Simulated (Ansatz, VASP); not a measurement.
## Cs: VASP beside Ansatz

```
CELL_PARAMETERS angstrom
-3.04252 3.04252 3.04252
3.04252 -3.04252 3.04252
3.04252 3.04252 -3.04252
ATOMIC_POSITIONS crystal
Cs 0.00000 0.00000 0.00000
```

Change from the starting cell: volume scaled by 1.02.

Alike in both runs: task single point; functional LDA; k mesh 9 × 9 × 9; occupations fermi-dirac, width 0.05 eV; no spin polarisation.

|  | VASP | Ansatz |
| --- | --- | --- |
| version | VASP 6.6.1 | Ansatz 0.2.0 |
| potentials or method | VASP PAW LDA potentials, release 64 (Cs_sv), cutoff 520 eV | all-electron LAPW, scalar-relativistic |

|  | VASP | Ansatz | Ansatz less VASP |
| --- | --- | --- | --- |
| pressure (GPa) | -0.3 | -0.3 | +0.01 |

Ansatz ran all-electron here, so the differences hold the error of VASP's frozen core and of both bases.

The runs have no spin-orbit coupling, so splittings on Cs are missing.
